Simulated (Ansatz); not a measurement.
# Cadmium, hcp under RPBE: from relaxation to bulk modulus, part 1 of 2

Aim: take cadmium in the hcp structure, relax it, solve it on a dense k-mesh, switch on spin-orbit coupling, then scale the cell to 7 volumes from 88 to 112 % of the relaxed one and try a fit of the equation of state. The k-meshes are 12×12×6 for the relaxation; 19×19×9 for the dense run; 12×12×5 for spin-orbit coupling; 19×19×9 for the volumes. It starts from a deposited cell (COD).

Computed with Ansatz 0.2.0 (DFT RPBE, plane waves (420 eV) with PAW, scalar-relativistic; PAW files made under PBE, frozen cores solved again for the functional, unless a step says otherwise).

## 1. The starting structure

It takes space group P6_3/mmc (No. 194, hexagonal). The conventional cell has a = 2.979 Å, b = 2.979 Å, c = 5.618 Å, α = 90.00°, β = 90.00°, γ = 120.00°. Cd (site symmetry -6m2) is surrounded by 12 Cd at 2.98 to 3.29 Å.

Coordinates:

```cif
data_structure
_symmetry_space_group_name_H-M 'P 1'
_symmetry_Int_Tables_number 1
_cell_length_a 2.9789
_cell_length_b 2.9789
_cell_length_c 5.6177
_cell_angle_alpha 90.000
_cell_angle_beta 90.000
_cell_angle_gamma 120.000
_cell_volume 43.17
loop_
_atom_site_label
_atom_site_type_symbol
_atom_site_fract_x
_atom_site_fract_y
_atom_site_fract_z
_atom_site_occupancy
Cd1 Cd 0.33333 0.66667 0.25000 1
Cd2 Cd 0.66667 0.33333 0.75000 1
```

## 2. Relaxing cell and atoms

Input file input.yaml:

```yaml
crystal:
  lattice:
    - [2.9788725081, 0.0, 0.0]
    - [-1.489436254, 2.5797792666, 0.0]
    - [0.0, 0.0, 5.61765]
  atoms:
    - { symbol: Cd, position: [0.3333333333, 0.6666666667, 0.25] }
    - { symbol: Cd, position: [0.6666666667, 0.3333333333, 0.75] }
hamiltonian:
  xc: rpbe
  pseudopotentials:
    kind: paw
    azcp:
      Cd: "pseudopotentials/Cd.paw.azcp"
basis:
  ecutwfc: 420
  fft_grid_basis: typed
kpoints:
  mp_grid: { grid: [12, 12, 6], shift: [0, 0, 0] }
magnetization:
  spin_polarized: false
scf:
  occupations: { method: fermi_dirac, width: 0.1 }
relax:
  max_steps: 60
  f_tol: 0.01
  cell: {}
```

The log of the run, shortened:

```text
[...]
Pseudopotentials: kind: paw
Pseudopotential: Cd, paw, valence charge 20, recommended cutoff 420 eV (normal), <dir>
Functional definition: RPBE
[...]
Crystal: 2 atoms, lattice volume = 43.171 Å³
Basis set: ecut = 420 eV, 835 PW (Γ), exchange–correlation on 40×40×80 points (8 copies of the dense FFT grid, shifted against one another)
Bands: 24, of which v1, the nominal top of the filled ones, is band 20 counted from 1 (19 counted from 0)
Symmetry: 24 space group operations
Space group: P63/mmc (ITA 194), of the structure as read, at distance tolerance 3.5e-5 Å
k-points: 76 of 864
[...]
SCF iter   1: F=—  HF=-16525.305466 eV  |F-HF|=—  |Δ(HF+E_count)|=         —  Δρ=4.08e-3  dr2=5.17e-3  ethr=1.77e-3  ⟨swp⟩=5.5  Hψ=6958  notcnv=0
[...]
relax step   1: F+E_penalty+E_count = -16525.30455520 eV  Δ(F+E_penalty+E_count) = +0.000e0 eV  max|allowed force component| = 8.327e-17 eV/Å  Δτ_max = 0.0000 Å  P = +5.710 GPa  Ω = 43.171 Å³  (6 SCF iters, dr2 threshold 1.00e-7 eV, accepted)
[...]
relax step   5: F+E_penalty+E_count = -16525.39634759 eV  Δ(F+E_penalty+E_count) = -1.160e-4 eV  max|allowed force component| = 8.789e-17 eV/Å  Δτ_max = 0.0000 Å  P = -0.010 GPa  Ω = 49.086 Å³  energy of the carried Pulay correction = -2.286e-3 eV  (4 SCF iters, dr2 threshold 5.00e-8 eV, accepted)
[...]
relax step   6: F+E_penalty+E_count = -16525.39830965 eV  Δ(F+E_penalty+E_count) = -1.962e-3 eV  max|allowed force component| = 7.401e-17 eV/Å  Δτ_max = 0.0000 Å  P = -0.015 GPa  Ω = 49.086 Å³  stress off target by 3.23e-2 GPa  SCF on the basis re-selected at this cell (its energy is not [...]
SCF converged after 6 iterations
Free energy (F): -16525.398310 eV
[...]
E sigma→0 (E₀):  -16525.389996 eV
Entropy (-TS):   -0.016626 eV (-8.313 meV/atom)
Fermi energy:    12.594689 eV
[...]
--- Forces (eV/Å), atoms counted from 1 ---
  atom   1  Cd    -0.00000000    -0.00000000     0.00000000
  atom   2  Cd     0.00000000     0.00000000    -0.00000000
[...]
--- Stress (GPa, compression-positive) ---
       -0.032297       0.000000      -0.000000
        0.000000      -0.032297      -0.000000
       -0.000000      -0.000000       0.019276
  P = ⅓ Tr σ = -0.0151 GPa (-0.151 kbar)
--- Relaxed structure (5 steps of the walk, 5 accepted, 1 SCFs on fresh bases) ---
  F+E_penalty+E_count = -16525.39830965 eV   max|allowed force component| = 7.401e-17 eV/Å   (the final SCF, on the basis selected at the relaxed cell)
  cell:  # Å, volume = 49.0861 Å³
    - [3.059298715098899, -2.964697426205072e-11, 1.7580767028573837e-33]
    - [-1.5296493575237744, 2.6494304050555617, -2.3897748092981572e-33]
    - [2.570105019627043e-35, -3.2897344251226154e-33, 6.055976914972008]
  atoms:
    - { symbol: Cd, position: [0.3333333333333332, 0.6666666666666665, 0.25] }
    - { symbol: Cd, position: [0.6666666666666665, 0.33333333333333326, 0.7500000000000001] }
```

It took 24 s on 1 thread of an x86-64 CPU, shared host; peak memory 0.58 GiB.

The steps of the relaxation:

```tsv
step	energy change (meV/atom)	largest force (eV/Å)	pressure (GPa)	volume (Å³/atom)
1	0.00	0.0000	5.71	21.585
2	-43.74	0.0000	0.39	24.128
3	-45.17	0.0000	0.05	24.411
4	-45.84	0.0000	-0.11	24.614
5	-45.90	0.0000	-0.01	24.543
6	-46.88	0.0000	-0.02	24.543
```

Steps that repeat a cell are solved on a basis chosen anew, so their changes of energy are no gain of the relaxation.

The cell of the run, before and after:

|  | before | after | change |
| --- | --- | --- | --- |
| a (Å) | 2.979 | 3.059 | +2.7 % |
| b (Å) | 2.979 | 3.059 | +2.7 % |
| c (Å) | 5.618 | 6.056 | +7.8 % |
| volume (Å³/atom) | 21.585 | 24.543 | +13.7 % |
| shortest distance (Å) | 2.979 | 3.059 | +2.7 % |
| space group (spins left aside) | P6_3/mmc | P6_3/mmc | same |

## 3. The energy on a finer k-mesh

Input file input.yaml:

```yaml
crystal:
  lattice:
    - [3.0592987151, 0.0, 0.0]
    - [-1.5296493575, 2.6494304051, 0.0]
    - [0.0, 0.0, 6.055976915]
  atoms:
    - { symbol: Cd, position: [0.3333333333, 0.6666666667, 0.25] }
    - { symbol: Cd, position: [0.6666666667, 0.3333333333, 0.75] }
hamiltonian:
  xc: rpbe
  pseudopotentials:
    kind: paw
    azcp:
      Cd: "pseudopotentials/Cd.paw.azcp"
basis:
  ecutwfc: 420
  fft_grid_basis: typed
kpoints:
  mp_grid: { grid: [19, 19, 9], shift: [0, 0, 0] }
magnetization:
  spin_polarized: false
scf:
  occupations: { method: fermi_dirac, width: 0.1 }
```

The log of the run, shortened:

```text
[...]
Pseudopotentials: kind: paw
Pseudopotential: Cd, paw, valence charge 20, recommended cutoff 420 eV (normal), <dir>
Functional definition: RPBE
[...]
Crystal: 2 atoms, lattice volume = 49.086 Å³
Basis set: ecut = 420 eV, 957 PW (Γ)
Bands: 24, of which v1, the nominal top of the filled ones, is band 20 counted from 1 (19 counted from 0)
Symmetry: 24 space group operations
Space group: P63/mmc (ITA 194), of the structure as read, at distance tolerance 3.7e-5 Å
k-points: 200 of 3249
[...]
SCF iter   1: F=—  HF=-16525.386959 eV  |F-HF|=—  |Δ(HF+E_count)|=         —  Δρ=4.02e-3  dr2=5.50e-3  ethr=1.77e-3  ⟨swp⟩=5.6  Hψ=18309  notcnv=0
[...]
SCF iter   6: F=-16525.386197 eV  HF=-16525.386197 eV  |F-HF|=6.79e-9  |Δ(HF+E_count)|=   5.67e-8  Δρ=5.48e-6  dr2=1.56e-8  ethr=2.50e-10  ⟨swp⟩=2.0  Hψ=9619  notcnv=0
[...]
SCF converged after 6 iterations
Free energy (F): -16525.386197 eV
[...]
E sigma→0 (E₀):  -16525.375155 eV
Entropy (-TS):   -0.022084 eV (-11.042 meV/atom)
Fermi energy:    12.572959 eV
[...]
```

Run time: 11 s. Hardware: 1 thread of an x86-64 CPU, shared host; peak memory 0.63 GiB.

## 4. A two-component run at the same geometry

Edit input.yaml of step 3 so:

```diff
@@ -11,3 +11,3 @@
   pseudopotentials:
-    kind: paw
+    kind: paw_fr
     azcp:
@@ -18,5 +18,6 @@
 kpoints:
-  mp_grid: { grid: [19, 19, 9], shift: [0, 0, 0] }
+  mp_grid: { grid: [12, 12, 5], shift: [0, 0, 0] }
 magnetization:
-  spin_polarized: false
+  noncollinear: true
+  spin_orbit: true
 scf:
```

The log of the run, shortened:

```text
[...]
Pseudopotentials: kind: paw_fr
Pseudopotential: Cd, paw_fr, valence charge 20, recommended cutoff 420 eV (normal), <dir>
Functional definition: RPBE
[...]
non-collinear run that drives no moment, with spin-orbit: no starting moment large enough to seed its density (crystal.atoms[].spin), no starting occupations that ask for one, no magnetisation constraint and no magnetic field, so the semilocal B_xc is pinned to zero
Crystal: 2 atoms, lattice volume = 49.086 Å³
Basis set: ecut = 420 eV, 957 PW (Γ)
Bands: 48, of which v1, the nominal top of the filled ones, is band 40 counted from 1 (39 counted from 0)
Symmetry: 24 space group operations + 24 with time reversal
Magnetic group: BNS 194.264 (UNI 1494), of the structure as read, at distance tolerance 3.7e-5 Å
k-points: 57 of 720
Projection manifold: j_resolved (fully-relativistic pseudo-atomic orbitals)
[...]
spin=Noncollinear: Kerker preconditioning applied to the charge; magnetization (m_x, m_y, m_z) channels mix plain (no charge-response kernel on spin).
[...]
SCF iter   8: F=-16530.757775 eV  HF=-16530.757775 eV  |F-HF|=8.77e-10  |Δ(HF+E_count)|=   1.78e-7  Δρ=5.02e-6  dr2=1.57e-8  dr2_m=0.00e0 (ungated)  ethr=2.50e-10  |M|=0.00e0 ∫|m|=0.00e0 μB  |m|>n=0.0e0 m-floor=0.0e0 τ_xc=0.0e0  ⟨swp⟩=2.5  Hψ=2775  notcnv=0
[...]
SCF converged after 8 iterations
Magnetization: |M| = 0.0000 μB,  M = (+0.0000, +0.0000, +0.0000) μB
Absolute magnetization: 0.0000 μB (∫|m|)
  site 0: m = (+0.0000, +0.0000, +0.0000) μB, |m| = 0.0000 μB  (R = 1.26 Å)
  site 1: m = (+0.0000, +0.0000, +0.0000) μB, |m| = 0.0000 μB  (R = 1.26 Å)
Free energy (F): -16530.757775 eV
[...]
E sigma→0 (E₀):  -16530.749450 eV
Entropy (-TS):   -0.016649 eV (-8.325 meV/atom)
Fermi energy:    12.592803 eV
[...]
```

It took 30 s on 1 thread of an x86-64 CPU, shared host; peak memory 0.6 GiB.

Side by side:

```tsv
	scalar-relativistic	with spin-orbit coupling
k-mesh	19×19×9	12×12×5
gap on the mesh	none (levels filled in part)	none (levels filled in part)
```

The meshes differ, so small differences between the columns need not come from spin-orbit coupling.

## 5. The cell scaled to 88 % of its volume

Input file input.yaml:

```yaml
crystal:
  lattice:
    - [2.9316769224, 0.0, 0.0]
    - [-1.4658384612, 2.5389066905, 0.0]
    - [0.0, 0.0, 5.8033456089]
  atoms:
    - { symbol: Cd, position: [0.3333333333, 0.6666666667, 0.25] }
    - { symbol: Cd, position: [0.6666666667, 0.3333333333, 0.75] }
hamiltonian:
  xc: rpbe
  pseudopotentials:
    kind: paw
    azcp:
      Cd: "pseudopotentials/Cd.paw.azcp"
basis:
  ecutwfc: 420
  fft_grid_basis: typed
kpoints:
  mp_grid: { grid: [19, 19, 9], shift: [0, 0, 0] }
magnetization:
  spin_polarized: false
scf:
  occupations: { method: fermi_dirac, width: 0.1 }
output:
  stress: true
```

The log of the run, shortened:

```text
[...]
Pseudopotentials: kind: paw
Pseudopotential: Cd, paw, valence charge 20, recommended cutoff 420 eV (normal), <dir>
Functional definition: RPBE
[...]
Crystal: 2 atoms, lattice volume = 43.196 Å³
Basis set: ecut = 420 eV, 835 PW (Γ)
Bands: 24, of which v1, the nominal top of the filled ones, is band 20 counted from 1 (19 counted from 0)
Symmetry: 24 space group operations
Space group: P63/mmc (ITA 194), of the structure as read, at distance tolerance 3.5e-5 Å
k-points: 200 of 3249
[...]
SCF iter   1: F=—  HF=-16525.281347 eV  |F-HF|=—  |Δ(HF+E_count)|=         —  Δρ=4.32e-3  dr2=5.93e-3  ethr=1.77e-3  ⟨swp⟩=5.7  Hψ=18368  notcnv=0
[...]
SCF iter   6: F=-16525.280157 eV  HF=-16525.280157 eV  |F-HF|=2.21e-9  |Δ(HF+E_count)|=   3.53e-8  Δρ=4.84e-6  dr2=5.27e-9  ethr=2.50e-10  ⟨swp⟩=4.0  Hψ=14016  notcnv=0
[...]
SCF converged after 6 iterations
Free energy (F): -16525.280157 eV
[...]
E sigma→0 (E₀):  -16525.270889 eV
Entropy (-TS):   -0.018536 eV (-9.268 meV/atom)
Fermi energy:    14.825942 eV
[...]
--- Stress (GPa, compression-positive) ---
        8.025113      -0.000000       0.000000
       -0.000000       8.025113       0.000000
        0.000000       0.000000       3.792401
  P = ⅓ Tr σ = 6.6142 GPa (66.142 kbar)
```

Wall time 18 s (1 thread of an x86-64 CPU, shared host); peak memory 0.61 GiB.

(Continued in part 2 of 2.)
